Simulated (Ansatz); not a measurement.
All numbers below come from DFT PBE, scalar-relativistic, plane waves, PAW in Ansatz. All cells share a 420 eV cutoff and Γ-centred k meshes spaced at most about 0.3 Å⁻¹ (about 0.25 or finer for metals, 2π included). No spin polarisation in the final relaxations.

All energies are static (0 K, no zero-point motion).

Two relaxed structures of In₃Sb₂As:

A.

```
CELL_PARAMETERS angstrom
6.00200 0.00000 0.00000
0.00000 8.87120 0.00000
0.00000 0.00000 3.06632
ATOMIC_POSITIONS crystal
In 0.00000 0.00000 0.40671
In 0.00000 0.67435 0.90876
In 0.00000 0.32565 0.90876
Sb 0.50000 0.67647 0.13713
Sb 0.50000 0.32353 0.13713
As 0.50000 0.00000 0.25152
```

B.

```
CELL_PARAMETERS angstrom
3.03674 0.00000 0.00000
0.00000 18.15664 0.00000
0.00000 0.00000 3.04531
ATOMIC_POSITIONS crystal
In 0.00000 0.15553 0.93573
In 0.00000 0.50000 0.87062
In 0.00000 0.84447 0.93573
Sb 0.00000 0.32875 0.87472
Sb 0.00000 0.67125 0.87472
As 0.00000 0.00000 0.75848
```

**Question.** Which form is favoured at zero pressure, and by what margin per atom?

**Answer.** A is lower, by 33 meV/atom. A has space group Pmm2 (No. 25), 27.2 Å³/atom and no gap on its mesh; B has space group Pmm2 (No. 25), 28.0 Å³/atom and no gap. Counting As or Sb atoms around In (for each partner element, those within 1.25 times its shortest distance or 1.15 times the sum of covalent radii, where it is the nearest in units of that sum or under 1.3; a plus sign parts groups by distance over the sum of covalent radii; a slash parts the counts of unlike sites), A has In 2/2+2 and B has In 2. B holds Sb–Sb nets (shortest 3.04 Å); in A the shortest Sb–Sb distance is 3.07 Å, near bonding range too. Even the lower one lies +0.06 eV/atom against the reference forms of the elements (uncorrected), so neither is stable at this level. Both come from invented guesses. A third cell relaxed alike, in P6_3mc, lies 199 meV/atom below the lower of the two.

These runs have no spin–orbit coupling, which can matter for Sb. Cells relaxed within their symmetry can be saddle points.

A's preference over B is a ranking between two poor bonding arrangements. Both are distorted, simple-cubic-like stackings in which In layers alternate with pnictogen layers, so many close contacts join like atoms or two pnictogens instead of In and a pnictogen. That sacrifices much of the heteropolar bonding that favours tetrahedral networks in III–V compounds. The much lower P6_3mc cell, which also falls below the elements, probably recovers it.

The smaller difference between A and B plausibly reflects size mismatch. B puts As in nets of its own, stretched to the same repeat as the Sb nets, whereas A mixes As and Sb within a layer and lets As move closer to its Sb neighbours. A is also the denser form, so modest compression should not reverse the order. The missing gaps fit the like-atom layers but are weak evidence of metallicity, since PBE tends to close the gap even in tetrahedral InAs and InSb. Whether the P6_3mc cell would resist separation into those two binaries remains open.
